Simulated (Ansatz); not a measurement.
**Rh: response to equal strain of all cell vectors**

The task here is to estimate one member of a computed series from the others.

Computed with Ansatz 0.2.0 (DFT PBE, scalar-relativistic, plane waves, PAW, unless a step's input says otherwise).

2 further runs of the same task are left out: 2 set aside as unsound or not needed.

### The system as given

It takes space group Fm-3m (No. 225, cubic). The conventional cell has a = 3.830 Å, b = 3.830 Å, c = 3.830 Å, α = 90.00°, β = 90.00°, γ = 90.00°. Rh (site symmetry m-3m) is surrounded by 12 Rh at 2.71 Å.

Structure file:

```xyz
2
Lattice="1.9150 1.9150 0.0000 -1.9150 1.9150 0.0000 0.0000 0.0000 3.8299" Properties=species:S:1:pos:R:3 pbc="T T T"
Rh    0.0000    0.0000    0.0000
Rh    0.0000    1.9150    1.9150
```

It goes back to an entry of the Materials Project.

Set-up of the first run:

Input file input.yaml:

```yaml
crystal:
  lattice:
    - [1.9149689483, 1.9149689483, 0.0]
    - [-1.9149689483, 1.9149689483, 0.0]
    - [0.0, 0.0, 3.8299378966]
  atoms:
    - { symbol: Rh, position: [0.0, 0.0, 0.0] }
    - { symbol: Rh, position: [0.5, 0.5, 0.5] }
basis:
  ecutwfc: 420
kpoints:
  mp_grid: { grid: [20, 20, 14] }
hamiltonian:
  xc: pbe
scf:
  occupations: { method: gaussian, width: 0.1 }
output:
  forces: true
  stress: true
  eigenvalues: true
```

Started as:

```bash
ansatz run input.yaml --threads 1 --pin off --max-ram 2560MiB --backend cpu --events-out ev --progress --plain --runs-dir out
```

Steps of the session up to this table: Reference cell for the strains; Strain -1.0 %; At +1.0 %; The cell strained by -2.0 %; The cell strained by +2.0 %; The cell strained by -3.0 %; Strain +3.0 %.

One table of the session follows, with a row left open; its other results are not shown here.

Lengths are those of the vectors of the cell that was run; stresses in GPa:

| strain (%) | ΔE (meV/atom) | a (Å) | b (Å) | c (Å) |
| --- | --- | --- | --- | --- |
| -3.0 | 103.4 | 2.627 | 2.627 | 3.715 |
| -2.0 | 43.9 | 2.654 | 2.654 | 3.753 |
| -1.0 | 10.5 | 2.681 | 2.681 | 3.792 |
| +0.0 | 0.0 | 2.708 | 2.708 | 3.830 |
| +1.0 | ? | ? | ? | ? |
| +2.0 | 37.6 | 2.762 | 2.762 | 3.907 |
| +3.0 | 81.1 | 2.789 | 2.789 | 3.945 |

Q: Estimate the row for strain (%) = +1.0 from the others.

Worked estimate for «ΔE (meV/atom)». A straight line through the neighbours (0.0, 0.0) and (2.0, 37.6) gives 0.0 + (37.6 − 0.0) × (1.0 − 0.0) / (2.0 − 0.0) = 18.8; a parabola fitted to 4 rows on both sides gives 9.8.

**Answer.** ΔE (meV/atom): 9.9; a (Å): 2.735; b (Å): 2.735; c (Å): 3.868. In «ΔE (meV/atom)» the line misses by +8.9 and the parabola by -0.1.

ΔE is over the unstrained cell. Stress in GPa, positive in compression, on the Cartesian axes of the input. 
